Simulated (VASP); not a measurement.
# Pd (Fm-3m) in VASP: notebook, part 2 of 2

VASP 6.6.1. Earlier steps stand in the parts before.

## 4. Relaxation of cell and atoms, r2SCAN+D4

INCAR reads:

```
SYSTEM = Pd
  PREC = Accurate
  ENCUT = 600
  EDIFF = 1E-7
  ISMEAR = 1
  SIGMA = 0.1
  LREAL = .False.
  LASPH = .True.
  NELM = 100
  ALGO = Normal
  ISIF = 3
  LWAVE = .False.
  LCHARG = .False.
  METAGGA = R2SCAN
  LMIXTAU = .True.
  IVDW = 13
  VDW_S6 = 1.0
  VDW_S8 = 0.6018749
  VDW_A1 = 0.51559235
  VDW_A2 = 5.77342911
  IBRION = 2
  NSW = 40
  EDIFFG = -0.01
```

KPOINTS reads:

```
regular mesh
0
Gamma
  12 12 12
  0 0 0
```

POSCAR reads:

```
Pd
1.0
    0.0000000000      1.9465000000      1.9465000000
    1.9465000000      0.0000000000      1.9465000000
    1.9465000000      1.9465000000      0.0000000000
Pd
1
Direct
    0.0000000000      0.0000000000      0.0000000000
```

Potentials or basis: VASP PAW PBE potentials, release 64 (Pd).

Started as:

```console
cat potpaw_PBE.64/Pd/POTCAR > POTCAR
mpirun -np 1 vasp_std > vasp.out
```

OUTCAR:

```text
SYSTEM = Pd
   PREC = Accurate
   ENCUT = 600
   EDIFF = 1E-7
   ISMEAR = 1
   LREAL = .False.
   LASPH = .True.
   NELM = 100
   ISIF = 3
   METAGGA = R2SCAN
   IVDW = 13
   IBRION = 2
   NSW = 40
   EDIFFG = -0.01

 ion  position               nearest neighbor table
   1  0.000  0.000  0.000-

  LATTYP: Found a face centered cubic cell.
 ALAT       =     3.8930000000

  Lattice vectors:

 A1 = (   0.0000000000,   1.9465000000,   1.9465000000)
 A2 = (   1.9465000000,   0.0000000000,   1.9465000000)
 A3 = (   1.9465000000,   1.9465000000,   0.0000000000)

Analysis of symmetry for initial positions (statically):
=====================================================================
 Subroutine PRICEL returns:
 Original cell was already a primitive cell.

 Routine SETGRP: Setting up the symmetry group for a
 face centered cubic supercell.

 Subroutine GETGRP returns: Found 48 space group operations
 (whereof 48 operations were pure point group operations)
 out of a pool of 48 trial point group operations.

The static configuration has the point symmetry O_h .

Analysis of symmetry for dynamics (positions and initial velocities):
=====================================================================
 Subroutine PRICEL returns:
 Original cell was already a primitive cell.

 Routine SETGRP: Setting up the symmetry group for a
 face centered cubic supercell.

 Subroutine GETGRP returns: Found 48 space group operations
 (whereof 48 operations were pure point group operations)
 out of a pool of 48 trial point group operations.

The dynamic configuration has the point symmetry O_h .

 Subroutine INISYM returns: Found 48 space group operations
 (whereof 48 operations are pure point group operations),
 and found     1 'primitive' translations

----------------------------------------------------------------------------------------

                                     Primitive cell

  volume of cell :      14.7500

  direct lattice vectors                    reciprocal lattice vectors
     0.000000000  1.946500000  1.946500000    -0.256871307  0.256871307  0.256871307
     1.946500000  0.000000000  1.946500000     0.256871307 -0.256871307  0.256871307
     1.946500000  1.946500000  0.000000000     0.256871307  0.256871307 -0.256871307

  length of vectors
     2.752766699  2.752766699  2.752766699     0.444914156  0.444914156  0.444914156

  position of ions in fractional coordinates (direct lattice)
     0.000000000  0.000000000  0.000000000

  ion indices of the primitive-cell ions
   primitive index   ion index
                 1           1

----------------------------------------------------------------------------------------

 KPOINTS: regular mesh

Automatic generation of k-mesh.
 Grid dimensions read from file:
 generate k-points for:   12   12   12

 Generating k-lattice:

  Cartesian coordinates                     Fractional coordinates (reciprocal lattice)
    -0.021405942  0.021405942  0.021405942     0.083333333  0.000000000  0.000000000
     0.021405942 -0.021405942  0.021405942     0.000000000  0.083333333  0.000000000
     0.021405942  0.021405942 -0.021405942     0.000000000  0.000000000  0.083333333

  Length of vectors
     0.037076180  0.037076180  0.037076180

  Shift w.r.t. Gamma in fractional coordinates (k-lattice)
     0.000000000  0.000000000  0.000000000

 Subroutine IBZKPT returns following result:
 ===========================================

 Found     72 irreducible k-points:

 Following reciprocal coordinates:
            Coordinates               Weight
  0.000000  0.000000  0.000000      1.000000
  0.083333  0.000000  0.000000      8.000000
  0.166667  0.000000  0.000000      8.000000
  0.250000  0.000000  0.000000      8.000000
  0.333333  0.000000  0.000000      8.000000
  0.416667  0.000000  0.000000      8.000000
[... 16 lines left out ...]
  0.500000  0.166667  0.000000     24.000000
 -0.416667  0.166667  0.000000     24.000000
 [... further k-points ...]
   k-points           NKPTS =     72   k-points in BZ     NKDIM =     72   number of bands    NBANDS=      9
   number of dos      NEDOS =    301   number of ions     NIONS =      1
   total plane-waves  NPLWV =  13824
   dimension x,y,z NGX =    24 NGY =   24 NGZ =   24
   dimension x,y,z NGXF=    48 NGYF=   48 NGZF=   48
   ions per type =               1
   NGX,Y,Z   is equivalent  to a cutoff of  14.49, 14.49, 14.49 a.u.
   NGXF,Y,Z  is equivalent  to a cutoff of  28.99, 28.99, 28.99 a.u.
 SYSTEM =  Pd
   PREC   = accura    normal or accurate (medium, high low for compatibility)
   ISTART =      0    job   : 0-new  1-cont  2-samecut
   ICHARG =      2    charge: 1-file 2-atom 10-const
   ISPIN  =      1    spin polarized calculation?
   LNONCOLLINEAR =      F non collinear calculations
   LSORBIT =      F    spin-orbit coupling
   LASPH  =      T    aspherical Exc in radial PAW
   ENCUT  =  600.0 eV  44.10 Ry    6.64 a.u.   5.50  5.50  5.50*2*pi/ulx,y,z
   NELM   =    100;   NELMIN=  2; NELMDL= -5     # of ELM steps
   EDIFF  = 0.1E-06   stopping-criterion for ELM
   LREAL  =      F    real-space projection
   EDIFFG = -.1E-01   stopping-criterion for IOM
   NSW    =     40    number of steps for IOM
   IBRION =      2    ionic relax: 0-MD 1-quasi-New 2-CG
   NFREE  =      1    steps in history (QN), initial steepest desc. (CG)
   ISIF   =      3    stress and relaxation
   ISYM   =      2    0-nonsym 1-usesym 2-fastsym
   POTIM  = 0.5000    time-step for ionic-motion
   TEBEG  =    0.0;   TEEND  =   0.0 temperature during run
   PSTRESS=    0.0 pullay stress
   NELECT =      10.0000    total number of electrons
   NUPDOWN=      -1.0000    fix difference up-down
   EMIN   =  10.00;   EMAX   =-10.00  energy-range for DOS
   EFERMI =   0.00;   METHOD = LEGACY
   ISMEAR =     1;   SIGMA  =   0.10  broadening in eV -4-tet -1-fermi 0-gaus
   EFERMI_NEDOS =   21; number of points for ismear=-14 and -15
   IALGO  =     38    algorithm
   IMIX   =      4    mixing-type and parameters
     AMIX     =   0.40;   BMIX     =  1.00
     AMIX_MAG =   1.60;   BMIX_MAG =  1.00
  volume/ion in A,a.u.               =      14.75        99.54
  Fermi-wavevector in a.u.,A,eV,Ry     =   1.438171  2.717748 28.141404  2.068335
  Thomas-Fermi vector in A             =   2.557167
   LORBIT       =      0    0 simple, 1 ext, 2 COOP (PROOUT), +10 PAW based schemes
   METAGGA = R2SCAN    functional components
   LHFCALC =     F    Hartree Fock is set to
   AEXX    =    0.0000 exact exchange contribution
   IVDW    =    13    specifies the selected vdW correction
   LEPSILON=     F    determine dielectric tensor
   LRPA    =     F    only Hartree local field effects (RPA)
 conjugate gradient relaxation of ions
 non-spin polarized calculation
 Methfessel and Paxton  Order N= 1 SIGMA  =   0.10
  energy-cutoff  :      600.00
  volume of cell :       14.75
 maximum number of plane-waves:       531
 NGX is ok and might be reduce to    24
   NGX = 11   NGY = 11   NGZ = 11

--------------------------------------- Ionic step        1  -------------------------------------------

 number of electron      10.0000000 magnetization

 number of electron       9.9999999 magnetization

 Free energy of the ion-electron system (eV)
  ---------------------------------------------------
  ext. energy  EPLUGINS =         0.00000000
  ---------------------------------------------------
  free energy    TOTEN  =       -22.94632270 eV

  energy without entropy =      -22.94450113  energy(sigma->0) =      -22.94571551

------------------------ aborting loop because EDIFF is reached ----------------------------------------

  DFT-D4 for vdW energy calculation

  Edisp (eV):   -0.16889
[... 69 lines left out ...]
--------------------------------------- Ionic step        3  -------------------------------------------

 number of electron       9.9999999 magnetization

 Free energy of the ion-electron system (eV)
  ---------------------------------------------------
  ext. energy  EPLUGINS =         0.00000000
  ---------------------------------------------------
  free energy    TOTEN  =       -22.94733268 eV

  energy without entropy =      -22.94552716  energy(sigma->0) =      -22.94673084

 E-fermi :   9.4784     XC(G=0): -14.0989

 val. band max:        9.4717709265   @ k =   0.5000   0.0000   0.0000
 cond. band min:       9.4834299946   @ k =   0.5000   0.0833   0.0000
 fundamental gap:      0.0116590681
 Fermi energy:         9.4784058576

 k-point     1 :       0.0000    0.0000    0.0000
  band No.  band energies     occupation
      1       2.3690      2.00000
      2       6.6164      2.00000
      3       6.6164      2.00000
      4       6.6164      2.00000
      5       8.2105      2.00000
      6       8.2105      2.00000
      7      27.5409      0.00000
      8      31.9528      0.00000
      9      32.5049      0.00000
[... 265 lines left out ...]
 k-point    24 :      -0.4167    0.1667    0.0000
  band No.  band energies     occupation
      1       4.7489      2.00000
      2       6.1184      2.00000
      3       7.0901      2.00000
      4       7.5935      2.00000
      5       9.2462      2.00495
      6      13.4077      0.00000
      7      17.4827      0.00000
      8      26.0995      0.00000
      9      29.2768      0.00000

 [... further k-points ...]

------------------------ aborting loop because EDIFF is reached ----------------------------------------

  DFT-D4 for vdW energy calculation

  Edisp (eV):   -0.16813
[... 24 lines left out ...]
  FREE ENERGIE OF THE ION-ELECTRON SYSTEM (eV)
  ---------------------------------------------------
  free  energy   TOTEN  =       -23.1154644798 eV

  energy  without entropy=      -23.1136589612  energy(sigma->0) =      -23.11486264

 reached required accuracy - stopping structural energy minimisation
```

OSZICAR:

```text
N       E                     dE             d eps       ncg     rms          rms(c)
DAV:   1     0.258944142588E+02    0.25894E+02   -0.58725E+03  1304   0.121E+03
DAV:   2    -0.256354853662E+02   -0.51530E+02   -0.49888E+02  1413   0.216E+02
DAV:   3    -0.260544670143E+02   -0.41898E+00   -0.40934E+00  1619   0.231E+01
[... 31 lines left out ...]
DAV:   6    -0.229473308742E+02   -0.14195E-06   -0.12812E-05  1487   0.386E-02    0.843E-03
DAV:   7    -0.229473324378E+02   -0.15636E-05   -0.63708E-06  1435   0.275E-02    0.162E-03
DAV:   8    -0.229473327540E+02   -0.31623E-06   -0.26210E-07  1505   0.524E-03    0.919E-04
DAV:   9    -0.229473326192E+02    0.13482E-06   -0.53226E-08   913   0.265E-03    0.508E-04
DAV:  10    -0.229473326758E+02   -0.56584E-07   -0.39895E-08   683   0.154E-03
   3 F= -.23115464E+02 E0= -.23114863E+02  d E =-.248844E-03
```

CONTCAR:

```text
Pd
   1.00000000000000
     0.0000000000000000    1.9498674344034048    1.9498674344034048
     1.9498674344034048   -0.0000000000000000    1.9498674344034048
     1.9498674344034048    1.9498674344034048    0.0000000000000000
  Pd
     1
Direct
     0.0000000000000000    0.0000000000000000    0.0000000000000000

  0.00000000E+00  0.00000000E+00  0.00000000E+00
```

Wall time 92 s (1 thread of Intel Xeon Platinum 8488C (Sapphire Rapids), shared host); peak memory 0.15 GiB.

What came out:

```yaml
Free_energy: -23.1155 eV
Relaxed_volume: 14.83 Å³/atom
Relaxed_cell: a = 2.758 Å, b = 2.758 Å, c = 2.758 Å, α = 60.00°, β = 60.00°, γ = 60.00°
Space_group_after_relaxing_to_0.05_Å: Fm-3m (No. 225)
Energy_gained_by_relaxing: 0.2 meV/atom
Ionic_steps: 3
Pressure_after_relaxing: 0.0 GPa
Band_gap_on_the_k_mesh: none (metal or under the smearing width)
Dispersion_energy_per_atom: -0.168 eV
```

The path:
| step | energy change (eV) | largest force (eV/Å) | pressure (GPa) | volume (Å³) |
| --- | --- | --- | --- | --- |
| 1 | 0.0000 | 0.0000 | 1.03 | 14.75 |
| 2 | 0.0004 | 0.0000 | -1.60 | 14.95 |
| 3 | -0.0002 | 0.0000 | 0.03 | 14.83 |

Final structure:
```
CELL_PARAMETERS angstrom
0.00000 1.94987 1.94987
1.94987 0.00000 1.94987
1.94987 1.94987 0.00000
ATOMIC_POSITIONS crystal
Pd 0.00000 0.00000 0.00000
```

Levels at points of the mesh, in eV from the Fermi level:
```csv
k point,band 1,band 2,band 3,band 4,band 5,band 6,band 7,band 8,band 9
"(0.00, 0.00, 0.00)",-7.11,-2.86,-2.86,-2.86,-1.27,-1.27,18.06,22.47,23.03
"(0.50, 0.00, 0.00)",-5.35,-2.94,-2.94,-0.01,-0.01,1.34,7.70,17.46,22.12
"(0.50, 0.50, 0.00)",-5.46,-5.19,-0.07,0.34,0.34,3.69,11.29,13.94,13.94
```

Caveat: the PAW data sets were made with another functional, which shifts forces and pressure a little; pairwise dispersion overbinds metals, which lowers pressure and volume.

## 5. Relaxation of the atoms, r2SCAN (cell strained at random at fixed volume)

run.py reads:

```python
from ase.calculators.vasp import Vasp
from ase.io import read
from ase.optimize import LBFGS

atoms = read('POSCAR')
calc = Vasp(
    directory='calc',
    xc='r2scan',
    pp='PBE',
    setups='recommended',
    prec='Accurate',
    encut=520,
    ediff=1e-07,
    ismear=1,
    sigma=0.1,
    lreal=False,
    lasph=True,
    nelm=80,
    algo='Normal',
    isif=2,
    lwave=False,
    lcharg=False,
    lmixtau=True,
    kpts=[9, 9, 9],
    gamma=True,
)
atoms.calc = calc
opt = LBFGS(atoms, trajectory='relax.traj')
converged = opt.run(fmax=0.01, steps=40)
print('converged:', converged)

print('energy (eV):', atoms.get_potential_energy())
print('free energy (eV):', atoms.get_potential_energy(force_consistent=True))
print('forces (eV/A):')
print(atoms.get_forces())
print('stress (eV/A^3, Voigt):', atoms.get_stress())
print('Fermi level (eV):', calc.get_fermi_level())
print('cell (A, degrees):', atoms.cell.cellpar())
print('volume (A^3):', atoms.get_volume())
print('scaled positions:')
print(atoms.get_scaled_positions())
```

POSCAR reads:

```
Pd
1.0
   -0.0111260000      1.9552170000      1.9418620000
    1.9710740000      0.0063410000      1.9243950000
    1.9644410000      1.9311180000      0.0129730000
Pd
1
Direct
    0.0238370000     -0.0169870000     -0.0029670000
```

Started as:

```console
python run.py
```

Wall time 2.7 min (1 thread of Intel Xeon Platinum 8488C (Sapphire Rapids), shared host); peak memory 0.17 GiB.

The run converged. Its results:

```yaml
Free_energy: -22.9440 eV
Pressure_after_relaxing: 2.4 GPa
Band_gap_on_the_k_mesh: none (metal or under the smearing width)
```

Stress tensor (GPa, compression positive):
```
 0.98  0.46  0.09
 0.46  2.92 -1.08
 0.09 -1.08  3.31
```

Final structure:
```xyz
1
Lattice="-0.0111 1.9552 1.9419 1.9711 0.0063 1.9244 1.9644 1.9311 0.0130" Properties=species:S:1:pos:R:3 pbc="T T T"
Pd   -0.0396    0.0408    0.0136
```

Levels at points of the mesh, in eV from the Fermi level:
| k point | band 2 | band 3 | band 4 | band 5 | band 6 | band 7 | band 8 | band 9 |
| --- | --- | --- | --- | --- | --- | --- | --- | --- |
| (0.00, 0.00, 0.00) | -3.02 | -2.88 | -2.74 | -1.38 | -1.16 | 18.10 | 22.41 | 23.05 |

Caveat: the relaxation stopped at its first step, so nothing moved; the PAW data sets were made with another functional, which shifts forces and pressure a little.

## 6. Single point, r2SCAN

INCAR reads:

```
PREC     = Accurate       # precision mode
ENCUT    = 520            # plane-wave cutoff, eV
EDIFF    = 1E-7           # SCF threshold, eV
ISMEAR   = -1             # smearing method
SIGMA    = 0.05           # smearing width, eV
LREAL    = False          # projectors in reciprocal space
LASPH    = True           # aspherical terms in the spheres
NELM     = 100            # most SCF steps
ALGO     = Normal         # electronic algorithm
ISIF     = 2              # what is computed and relaxed
LWAVE    = False          # write WAVECAR
LCHARG   = False          # write CHGCAR
METAGGA  = R2SCAN         # meta-GGA
LMIXTAU  = True         
NBANDS   = 11             # bands
```

KPOINTS reads:

```
Automatic mesh
0
Gamma
  12 12 12
```

POSCAR reads:

```
Pd
1.0
    0.0000000000      1.9465000000      1.9465000000
    1.9465000000      0.0000000000      1.9465000000
    1.9465000000      1.9465000000      0.0000000000
Pd
1
Direct
    0.0000000000      0.0000000000      0.0000000000
```

Potentials or basis: VASP PAW PBE potentials, release 64 (Pd).

Started as:

```console
cat potpaw_PBE.64/Pd/POTCAR > POTCAR
mpirun -np 1 vasp_std > vasp.out
```

It took 32 s on 1 thread of Intel Xeon Platinum 8488C (Sapphire Rapids), shared host; peak memory 0.13 GiB.

The run converged. Its results:

* Free energy: -22.9566 eV
* Pressure: 2.8 GPa
* Band gap on the k mesh: none (metal or under the smearing width)

Levels at points of the mesh, in eV from the Fermi level:
```tsv
k point	band 2	band 3	band 4	band 5	band 6	band 7	band 8	band 9
(0.00, 0.00, 0.00)	-2.90	-2.90	-2.90	-1.29	-1.29	18.05	22.44	23.05
(0.50, 0.00, 0.00)	-2.97	-2.97	-0.02	-0.02	1.31	7.74	17.45	22.16
(0.50, 0.50, 0.00)	-5.25	-0.08	0.33	0.33	3.68	11.34	13.96	13.96
```

Caveat: the PAW data sets were made with another functional, which shifts forces and pressure a little.

## 7. Summary

```tsv
task	level	cell	k mesh	cutoff (eV)	smearing	optimiser	gap on the mesh (eV)	pressure (GPa)	relaxed volume (Å³/atom)
relaxation of cell and atoms	r2SCAN	relaxed	12 × 12 × 12	600	methfessel-paxton 0.1 eV	-	none	0.0	14.95
relaxation of cell and atoms	SCAN	relaxed	12 × 12 × 12	600	methfessel-paxton 0.1 eV	-	none	0.0	-
relaxation of cell and atoms	r2SCAN+D4	relaxed	12 × 12 × 12	600	methfessel-paxton 0.1 eV	-	none	0.0	14.83
relaxation of the atoms	r2SCAN	atoms relaxed from: cell strained at random at fixed volume	9 × 9 × 9	520	methfessel-paxton 0.1 eV	LBFGS	none	2.4	-
single point	r2SCAN	as given	12 × 12 × 12	520	fermi-dirac 0.05 eV	-	none	2.8	-
```

Alike in all rows: potentials or basis VASP PAW PBE potentials, release 64 (Pd); no spin polarisation.

Caveats: the PAW data sets were made with another functional, which shifts forces and pressure a little; the relaxation stopped at its first step, so nothing moved (some runs); pairwise dispersion overbinds metals, which lowers pressure and volume (some runs).

Absolute energies hang on the potentials; compare differences alone.
